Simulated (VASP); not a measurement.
# P (R-3m) in VASP: notebook

Runs on P. Level: PBE+D3(BJ). Tasks: relaxation of cell and atoms.

Everything below comes from runs of VASP 6.6.1. Logs are shortened: lines on timing, memory, paths and dates and some standing lists are left out, and cuts for length are marked.

## (1) The structure

The structure is trigonal, space group R-3m (No. 166). The conventional cell has a = 3.451 Å, b = 3.451 Å, c = 9.389 Å, α = 90.00°, β = 90.00°, γ = 120.00°. P (site symmetry 3m) has 3 P at 2.29 Å as nearest neighbours.

This isn't the form of P at room conditions, which is orthorhombic.

## (2) Relaxation of cell and atoms, PBE+D3(BJ)

File INCAR:

```
SYSTEM = P
PREC = Accurate ; ENCUT = 600
EDIFF = 1E-6 ; ISMEAR = 1
SIGMA = 0.1 ; LREAL = .FALSE.
LASPH = .TRUE. ; NELM = 80
ALGO = Normal ; ISIF = 3
LWAVE = .FALSE. ; LCHARG = .FALSE.
GGA = PE ; IVDW = 12
IBRION = 2 ; NSW = 90
EDIFFG = -0.01
```

File KPOINTS:

```
regular mesh
0
G
  15 15 13
  0 0 0
```

File POSCAR:

```
P
1.0
    1.7257251780      0.9963478961      3.1296800121
   -1.7257251780      0.9963478961      3.1296800121
    0.0000000000     -1.9926957921      3.1296800121
P
2
Direct
    0.2270802500      0.2270802500      0.2270802500
    0.7729197500      0.7729197500      0.7729197500
```

Potentials or basis: VASP PAW PBE potentials, release 64 (P).

Launch:

```sh
$ cat potpaw_PBE.64/P/POTCAR > POTCAR
$ mpirun -np 1 vasp_std > vasp.out
```

OUTCAR:

```text
SYSTEM = P
   PREC = Accurate
   ENCUT = 600
   EDIFF = 1E-6
   ISMEAR = 1
   LREAL = .FALSE.
   LASPH = .TRUE.
   NELM = 80
   ISIF = 3
   GGA = PE
   IVDW = 12
   IBRION = 2
   NSW = 90
   EDIFFG = -0.01
 IVDW          = 12

 ion  position               nearest neighbor table
   1  0.227  0.227  0.227-   2 2.29   2 2.29   2 2.29   2 2.82   2 2.82   2 2.82
   2  0.773  0.773  0.773-   1 2.29   1 2.29   1 2.29   1 2.82   1 2.82   1 2.82

  LATTYP: Found a trigonal (rhomboedric) cell.
 ALAT       =     3.7102201415
 COS(alpha) =     0.5673129383

  Lattice vectors:

 A1 = (   1.7257251780,   0.9963478961,   3.1296800121)
 A2 = (  -1.7257251780,   0.9963478961,   3.1296800121)
 A3 = (   0.0000000000,  -1.9926957921,   3.1296800121)

Analysis of symmetry for initial positions (statically):
=====================================================================
 Subroutine PRICEL returns:
 Original cell was already a primitive cell.

 Routine SETGRP: Setting up the symmetry group for a
 trigonal (rhombohedral) supercell.

 Subroutine GETGRP returns: Found 12 space group operations
 (whereof 12 operations were pure point group operations)
 out of a pool of 12 trial point group operations.

The static configuration has the point symmetry D_3d.

Analysis of symmetry for dynamics (positions and initial velocities):
=====================================================================
 Subroutine PRICEL returns:
 Original cell was already a primitive cell.

 Routine SETGRP: Setting up the symmetry group for a
 trigonal (rhombohedral) supercell.

 Subroutine GETGRP returns: Found 12 space group operations
 (whereof 12 operations were pure point group operations)
 out of a pool of 12 trial point group operations.

The dynamic configuration has the point symmetry D_3d.

 Subroutine INISYM returns: Found 12 space group operations
 (whereof 12 operations are pure point group operations),
 and found     1 'primitive' translations

----------------------------------------------------------------------------------------

                                     Primitive cell

  volume of cell :      32.2875

  direct lattice vectors                    reciprocal lattice vectors
     1.725725178  0.996347896  3.129680012     0.289733271  0.167277582  0.106507161
    -1.725725178  0.996347896  3.129680012    -0.289733271  0.167277582  0.106507161
     0.000000000 -1.992695792  3.129680012     0.000000000 -0.334555164  0.106507161

  length of vectors
     3.710220141  3.710220141  3.710220141     0.351099605  0.351099605  0.351099605

  position of ions in fractional coordinates (direct lattice)
     0.227080250  0.227080250  0.227080250
     0.772919750  0.772919750  0.772919750

  ion indices of the primitive-cell ions
   primitive index   ion index
                 1           1
                 2           2
[... 115 lines left out ...]
  volume/ion in A,a.u.               =      16.14       108.94
  Fermi-wavevector in a.u.,A,eV,Ry     =   1.107636  2.093128 16.692396  1.226857
  Thomas-Fermi vector in A             =   2.244152
   LORBIT       =      0    0 simple, 1 ext, 2 COOP (PROOUT), +10 PAW based schemes
   GGA     = PE    functional components
   LHFCALC =     F    Hartree Fock is set to
   AEXX    =    0.0000 exact exchange contribution
   IVDW    =    12    specifies the selected vdW correction
   LEPSILON=     F    determine dielectric tensor
   LRPA    =     F    only Hartree local field effects (RPA)
 conjugate gradient relaxation of ions
 non-spin polarized calculation
 Methfessel and Paxton  Order N= 1 SIGMA  =   0.10
  energy-cutoff  :      600.00
  volume of cell :       32.29
 maximum number of plane-waves:      1094
 NGX is ok and might be reduce to    30
   NGX = 15   NGY = 15   NGZ = 15

--------------------------------------- Ionic step        1  -------------------------------------------

 number of electron      10.0000000 magnetization

 Free energy of the ion-electron system (eV)
  ---------------------------------------------------
  ext. energy  EPLUGINS =         0.00000000
  ---------------------------------------------------
  free energy    TOTEN  =       -10.64460962 eV

  energy without entropy =      -10.64444231  energy(sigma->0) =      -10.64455385

------------------------ aborting loop because EDIFF is reached ----------------------------------------

 Edisp (eV)   -0.87493

 E8    (eV) :    -0.3316
[... 105 lines left out ...]
  FREE ENERGIE OF THE ION-ELECTRON SYSTEM (eV)
  ---------------------------------------------------
  free  energy   TOTEN  =       -11.5417197305 eV

  energy  without entropy=      -11.5419717940  energy(sigma->0) =      -11.54180375

 E-fermi :  10.0139     XC(G=0): -11.2151

 val. band max:       10.0121454059   @ k =  -0.4667   0.4667   0.3846
 cond. band min:      10.0195945415   @ k =   0.4667   0.3333   0.3846
 fundamental gap:      0.0074491356
 Fermi energy:        10.0138577715

 k-point     1 :       0.0000    0.0000    0.0000
  band No.  band energies     occupation
      1      -6.9870      2.00000
      2       7.2355      2.00000
      3       7.3003      2.00000
      4       7.3003      2.00000
      5       7.7941      2.00000
      6      12.4268      0.00000
      7      13.4435      0.00000
      8      13.4435      0.00000
      9      15.4686      0.00000
[... 265 lines left out ...]
 k-point    24 :       0.2000    0.1333   -0.0000
  band No.  band energies     occupation
      1      -6.3180      2.00000
      2       4.1193      2.00000
      3       6.0315      2.00000
      4       6.4414      2.00000
      5       9.3560      2.00000
      6      11.7130     -0.00000
      7      12.5218      0.00000
      8      14.3865      0.00000
      9      14.7876      0.00000

 [... further k-points ...]

[... ionic steps 4 to 9 ...]

--------------------------------------- Ionic step       10  -------------------------------------------

 number of electron      10.0000000 magnetization

------------------------ aborting loop because EDIFF is reached ----------------------------------------
[... 75 lines left out ...]
--------------------------------------- Ionic step       12  -------------------------------------------

 number of electron      10.0000000 magnetization

 Free energy of the ion-electron system (eV)
  ---------------------------------------------------
  ext. energy  EPLUGINS =         0.00000000
  ---------------------------------------------------
  free energy    TOTEN  =       -10.60912358 eV

  energy without entropy =      -10.60901575  energy(sigma->0) =      -10.60908764

 E-fermi :   9.9625     XC(G=0): -11.1867

 val. band max:        9.9477374642   @ k =   0.4667   0.3333   0.3077
 cond. band min:       9.9679104557   @ k =  -0.4667   0.1333   0.0769
 fundamental gap:      0.0201729915
 Fermi energy:         9.9625497087

 k-point     1 :       0.0000    0.0000    0.0000
  band No.  band energies     occupation
      1      -7.0193      2.00000
      2       7.1927      2.00000
      3       7.1986      2.00000
      4       7.1986      2.00000
      5       7.6563      2.00000
      6      12.2777      0.00000
      7      13.3161      0.00000
      8      13.3161      0.00000
      9      15.4169      0.00000
[... 309 lines left out ...]
  FREE ENERGIE OF THE ION-ELECTRON SYSTEM (eV)
  ---------------------------------------------------
  free  energy   TOTEN  =       -11.5673234320 eV

  energy  without entropy=      -11.5672156084  energy(sigma->0) =      -11.56728749

 reached required accuracy - stopping structural energy minimisation
```

OSZICAR:

```text
N       E                     dE             d eps       ncg     rms          rms(c)
DAV:   1     0.265418995212E+02    0.26542E+02   -0.51354E+03 14128   0.108E+03
DAV:   2    -0.959531135947E+01   -0.36137E+02   -0.35122E+02 21065   0.135E+02
DAV:   3    -0.106669166141E+02   -0.10716E+01   -0.10664E+01 18060   0.255E+01
[... 80 lines left out ...]
DAV:   3    -0.106090931753E+02    0.21337E-06   -0.47409E-06 17769   0.189E-02
  11 F= -.11567313E+02 E0= -.11567274E+02  d E =-.963878E-04
       N       E                     dE             d eps       ncg     rms          rms(c)
DAV:   1    -0.106091210231E+02   -0.27634E-04   -0.92657E-04 14736   0.200E-01    0.158E-02
DAV:   2    -0.106091238988E+02   -0.28758E-05   -0.38937E-05 19842   0.537E-02    0.414E-03
DAV:   3    -0.106091235775E+02    0.32132E-06   -0.25275E-07  9848   0.441E-03
  12 F= -.11567323E+02 E0= -.11567287E+02  d E =-.106835E-03
```

CONTCAR:

```text
P
   1.00000000000000
     1.7118631481836610    0.9883446494513176    2.9068405921680882
    -1.7118631481836610    0.9883446494513176    2.9068405921680882
     0.0000000000000000   -1.9766892988106652    2.9068405921703486
  P
     2
Direct
     0.2339935676860720    0.2339935676860720    0.2339935676860700
     0.7660064323139280    0.7660064323139280    0.7660064323139300

  0.00000000E+00  0.00000000E+00  0.00000000E+00
  0.00000000E+00  0.00000000E+00  0.00000000E+00
```

It took 11 min on 1 thread of Intel Xeon Platinum 8559C (Emerald Rapids), shared host; peak memory 0.38 GiB.

Results:

| Item | Value |
| --- | --- |
| Free energy | -11.5673 eV |
| Relaxed volume | 14.75 Å³/atom |
| Relaxed cell | a = 3.515 Å, b = 3.515 Å, c = 3.515 Å, α = 58.28°, β = 58.28°, γ = 58.28° |
| Space group after relaxing (to 0.05 Å) | R-3m (No. 166) |
| Energy gained by relaxing | 23.9 meV/atom |
| Ionic steps | 12 |
| Pressure after relaxing | 0.0 GPa |
| Band gap on the k mesh | none (metal or under the smearing width) |
| Dispersion energy per atom | -0.479 eV |

Step by step:
| step | energy change (eV) | largest force (eV/Å) | pressure (GPa) | volume (Å³) |
| --- | --- | --- | --- | --- |
| 1 | 0.0000 | 0.2484 | -2.99 | 32.29 |
| 2 | -0.0208 | 0.3396 | 0.12 | 30.90 |
| 3 | -0.0222 | 0.3713 | 1.29 | 30.45 |
| 4 | -0.0370 | 0.0981 | 0.48 | 30.09 |
| 5 | -0.0423 | 0.1484 | -0.30 | 29.69 |
| 6 | -0.0473 | 0.0519 | 0.14 | 29.40 |
| 7 | -0.0474 | 0.0377 | 0.28 | 29.33 |
| 8 | -0.0474 | 0.0391 | 0.29 | 29.34 |
| 9 | -0.0477 | 0.0375 | -0.14 | 29.48 |
| 10 | -0.0477 | 0.0375 | -0.21 | 29.51 |
| 11 | -0.0478 | 0.0112 | 0.07 | 29.51 |
| 12 | -0.0478 | 0.0001 | -0.02 | 29.51 |

Final structure:
```
CELL_PARAMETERS angstrom
1.71186 0.98834 2.90684
-1.71186 0.98834 2.90684
0.00000 -1.97669 2.90684
ATOMIC_POSITIONS crystal
P 0.23399 0.23399 0.23399
P 0.76601 0.76601 0.76601
```

Caveat: pairwise dispersion overbinds metals, which lowers pressure and volume.

## (3) Relaxation of cell and atoms, PBE+D3(BJ)

This run uses another cell than the first one, of 14.75 Å³/atom, 0.914 times its volume.

File INCAR:

```
SYSTEM = P
PREC = Accurate ; ENCUT = 600
EDIFF = 1E-7 ; ISMEAR = 1
SIGMA = 0.1 ; LREAL = .FALSE.
LASPH = .TRUE. ; NELM = 80
ALGO = Normal ; ISIF = 3
LWAVE = .FALSE. ; LCHARG = .FALSE.
GGA = PE ; IVDW = 12
IBRION = 2 ; NSW = 90
EDIFFG = -0.005
```

KPOINTS is that of step 2.

File POSCAR:

```
P                                       
1.0
    1.7118631482      0.9883446495      2.9068405922
   -1.7118631482      0.9883446495      2.9068405922
    0.0000000000     -1.9766892988      2.9068405922
  P             
     2
Direct
     0.2339935676860720    0.2339935676860720    0.2339935676860700
     0.7660064323139280    0.7660064323139280    0.7660064323139300
```

Potentials or basis: VASP PAW PBE potentials, release 64 (P).

Launch:

```sh
$ cat potpaw_PBE.64/P/POTCAR > POTCAR
$ mpirun -np 1 vasp_std > vasp.out
```

OUTCAR:

```text
SYSTEM = P
   PREC = Accurate
   ENCUT = 600
   EDIFF = 1E-7
   ISMEAR = 1
   LREAL = .FALSE.
   LASPH = .TRUE.
   NELM = 80
   ISIF = 3
   GGA = PE
   IVDW = 12
   IBRION = 2
   NSW = 90
   EDIFFG = -0.005
 IVDW          = 12

 ion  position               nearest neighbor table
   1  0.234  0.234  0.234-   2 2.30   2 2.30   2 2.30   2 2.63   2 2.63   2 2.63
   2  0.766  0.766  0.766-   1 2.30   1 2.30   1 2.30   1 2.63   1 2.63   1 2.63

  LATTYP: Found a trigonal (rhomboedric) cell.
 ALAT       =     3.5152557251
 COS(alpha) =     0.5256987896

  Lattice vectors:

 A1 = (   1.7118631482,   0.9883446495,   2.9068405922)
 A2 = (  -1.7118631482,   0.9883446495,   2.9068405922)
 A3 = (   0.0000000000,  -1.9766892988,   2.9068405922)

Analysis of symmetry for initial positions (statically):
=====================================================================
 Subroutine PRICEL returns:
 Original cell was already a primitive cell.

 Routine SETGRP: Setting up the symmetry group for a
 trigonal (rhombohedral) supercell.

 Subroutine GETGRP returns: Found 12 space group operations
 (whereof 12 operations were pure point group operations)
 out of a pool of 12 trial point group operations.
[... 199 lines left out ...]
      2       7.1926      2.00000
      3       7.1985      2.00000
      4       7.1985      2.00000
      5       7.6561      2.00000
      6      12.2776      0.00000
      7      13.3161      0.00000
      8      13.3161      0.00000
      9      15.4170      0.00000
[... 265 lines left out ...]
 k-point    24 :       0.2000    0.1333   -0.0000
  band No.  band energies     occupation
      1      -6.3545      2.00000
      2       4.0259      2.00000
      3       5.9656      2.00000
      4       6.3482      2.00000
      5       9.2782      2.00000
      6      11.6181     -0.00000
      7      12.4040      0.00000
      8      14.2635      0.00000
      9      14.7194      0.00000

 [... further k-points ...]

------------------------ aborting loop because EDIFF is reached ----------------------------------------

 Edisp (eV)   -0.95820

 E8    (eV) :    -0.3626

  FORCE on cell =-STRESS in cart. coord.  units (eV):
  Direction    XX          YY          ZZ          XY          YZ          ZX
  --------------------------------------------------------------------------------------
  -------------------------------------------------------------------------------------
  Total      -0.00954    -0.00954     0.00605     0.00000     0.00000     0.00000
  in kB      -0.51807    -0.51807     0.32847     0.00000     0.00000     0.00000
  external pressure =       -0.24 kB  Pullay stress =        0.00 kB

 VOLUME and BASIS-vectors are now :
 -----------------------------------------------------------------------------
  energy-cutoff  :      600.00
  volume of cell :       29.51
      direct lattice vectors                 reciprocal lattice vectors
     1.711863148  0.988344650  2.906840592     0.292079423  0.168632133  0.114672037
    -1.711863148  0.988344650  2.906840592    -0.292079423  0.168632133  0.114672037
     0.000000000 -1.976689299  2.906840592     0.000000000 -0.337264267  0.114672037

 POSITION                                       TOTAL-FORCE (eV/Angst)
 -----------------------------------------------------------------------------------
      0.00000      0.00000      2.04055         0.000000     -0.000000     -0.000244
      0.00000      0.00000      6.67998         0.000000      0.000000      0.000244
 -----------------------------------------------------------------------------------
    total drift:                               -0.000000     -0.000000     -0.000000

  FREE ENERGIE OF THE ION-ELECTRON SYSTEM (eV)
  ---------------------------------------------------
  free  energy   TOTEN  =       -11.5670929207 eV

  energy  without entropy=      -11.5669849360  energy(sigma->0) =      -11.56705693

 reached required accuracy - stopping structural energy minimisation
```

OSZICAR:

```text
N       E                     dE             d eps       ncg     rms          rms(c)
DAV:   1     0.257402467348E+02    0.25740E+02   -0.52256E+03 14128   0.109E+03
DAV:   2    -0.960622291394E+01   -0.35346E+02   -0.34278E+02 21057   0.135E+02
DAV:   3    -0.106209618108E+02   -0.10147E+01   -0.10051E+01 18291   0.249E+01
DAV:   4    -0.106279343700E+02   -0.69726E-02   -0.69362E-02 20694   0.200E+00
DAV:   5    -0.106279639004E+02   -0.29530E-04   -0.29523E-04 18594   0.947E-02    0.719E+00
DAV:   6    -0.106146082072E+02    0.13356E-01   -0.67664E-03 17771   0.617E-01    0.429E+00
DAV:   7    -0.106087249778E+02    0.58832E-02   -0.13199E-02 16265   0.959E-01    0.111E-01
DAV:   8    -0.106088585171E+02   -0.13354E-03   -0.12664E-03 16876   0.301E-01    0.602E-02
DAV:   9    -0.106088810393E+02   -0.22522E-04   -0.63090E-05 17834   0.721E-02    0.421E-02
DAV:  10    -0.106088925058E+02   -0.11466E-04   -0.15238E-05 15698   0.353E-02    0.728E-03
DAV:  11    -0.106088928772E+02   -0.37148E-06   -0.46717E-07 21985   0.608E-03    0.179E-03
DAV:  12    -0.106088930803E+02   -0.20308E-06   -0.11283E-07 10746   0.284E-03    0.760E-04
DAV:  13    -0.106088930663E+02    0.13995E-07   -0.36997E-09  7813   0.548E-04
   1 F= -.11567093E+02 E0= -.11567057E+02  d E =-.115671E+02
```

CONTCAR:

```text
P
   1.00000000000000
     1.7118631482000000    0.9883446495000000    2.9068405922000000
    -1.7118631482000000    0.9883446495000000    2.9068405922000000
     0.0000000000000000   -1.9766892988000000    2.9068405922000000
  P
     2
Direct
     0.2339935676860705    0.2339935676860705    0.2339935676860705
     0.7660064323139295    0.7660064323139295    0.7660064323139295

  0.00000000E+00  0.00000000E+00  0.00000000E+00
  0.00000000E+00  0.00000000E+00  0.00000000E+00
```

It took 90 s on 1 thread of Intel Xeon Platinum 8559C (Emerald Rapids), shared host; peak memory 0.33 GiB.

Results:

- Free energy: -11.5671 eV
- Pressure after relaxing: 0.0 GPa
- Band gap on the k mesh: none (metal or under the smearing width)
- Dispersion energy per atom: -0.479 eV

Final structure:
```
CELL_PARAMETERS angstrom
1.71186 0.98834 2.90684
-1.71186 0.98834 2.90684
0.00000 -1.97669 2.90684
ATOMIC_POSITIONS crystal
P 0.23399 0.23399 0.23399
P 0.76601 0.76601 0.76601
```

Caveat: the relaxation stopped at its first step, so nothing moved; pairwise dispersion overbinds metals, which lowers pressure and volume.
